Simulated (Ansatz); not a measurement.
Slab: MoS2, a slab with vacuum.

```
Mo S
1.0
     3.18402    0.00000    0.00000
    -1.59201    2.75744    0.00000
     0.00000    0.00000   28.38732
Mo S
3 6
Direct
  0.33333 0.66667 0.22816
  0.33333 0.66667 0.77184
  0.66667 0.33333 0.00000
  0.66667 0.33333 0.17349
  0.66667 0.33333 0.71719
  0.33333 0.66667 0.94533
  0.66667 0.33333 0.28281
  0.66667 0.33333 0.82651
  0.33333 0.66667 0.05467
```

- Program: Ansatz 0.2.0
- Task: single point
- Functional: PBE
- Potentials or basis: all-electron LAPW, scalar-relativistic
- Cutoff: 262 eV (chosen from the basis error)
- Basis error allowed: 0.001 eV/atom
- k mesh: 10 × 10 × 1
- Occupations: fermi-dirac, width 0.05 eV
- Spin: no spin polarisation

On this cell: largest force 0.218 eV/Å; band gap on the k mesh 1.31 eV, indirect (least direct gap 1.88 eV).

The same run follows on a disturbed copy (atoms moved at random, drawn with an rms of 0.05 Å):

```
Mo S
1.0
     3.18402    0.00000    0.00000
    -1.59201    2.75744    0.00000
     0.00000    0.00000   28.38732
Mo S
3 6
Direct
  0.34495 0.66470 0.22865
  0.32821 0.68177 0.77235
  0.66587 0.33196 0.00168
  0.67104 0.34266 0.17389
  0.67131 0.34067 0.71654
  0.33615 0.67371 0.94494
  0.65334 0.32456 0.28251
  0.67760 0.33656 0.82787
  0.34318 0.67386 0.05260
```

What changes?

The energy moves by +25.3 meV/atom; largest force 2.690 eV/Å; band gap on the k mesh 1.06 eV, indirect (least direct gap 1.72 eV).

Forces on the atoms (eV/Å):
```
Mo  -1.127  0.120 -0.408
Mo   1.058 -0.500 -0.171
Mo   0.234  0.502 -2.633
S    0.436 -0.280 -0.211
S   -0.421  0.208  0.344
S    0.005 -0.205  0.557
S    0.690  0.160  0.665
S   -0.638  0.292 -0.232
S   -0.239 -0.296  2.088
```

Stress tensor (GPa, compression positive):
```
 0.70 -0.13 -0.20
-0.13  1.11  0.46
-0.20  0.46  2.08
```

A k mesh can miss the band edges.
